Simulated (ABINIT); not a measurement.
**MgO in ABINIT: the effect of target pressure**

Crystal: MgO.

```
Mg O
1.0
     0.00000    2.09700    2.09700
     2.09700    0.00000    2.09700
     2.09700    2.09700    0.00000
Mg O
1 1
Direct
  0.00000 0.00000 0.00000
  0.50000 0.50000 0.50000
```

The cell is a database's computed one.

Alike in all runs:

```yaml
Program: ABINIT 10.8.3 (patched build)
Task: relaxation of cell and atoms
Functional: PBE
Potentials_or_basis: JTH PAW PBE v2.0
Cutoff: 626 eV
k_mesh: 11 × 11 × 11
Occupations: fermi-dirac, width 0.05 eV
Spin: no spin polarisation
```

Each run relaxes the cell or the atoms first.

| target pressure | relaxed volume (Å³/atom) | gap on the mesh (eV) |
| --- | --- | --- |
| 0 GPa | 9.64 | 4.43 |
| 5 GPa | 9.34 | 4.73 |
| 10 GPa | 9.08 | 5.01 |
| 20 GPa | ? | ? |
| 30 GPa | 8.31 | 5.95 |

What does the run with target pressure 20 GPa give?

Relaxed volume 8.65 Å³/atom; gap on the mesh 5.51 eV.

Worked out: In Murnaghan's law V^(-B') rises as a straight line in P. The other rows fit best with B' = 4.0, V0 = 9.64 Å³/atom and B0 = 148 GPa, which gives 8.65 Å³/atom at 20 GPa, against the run's 8.65. A parabola through the other rows of the gap on the mesh, of slope 0.047 eV per GPa there, gives 5.52 eV, against the run's 5.51.

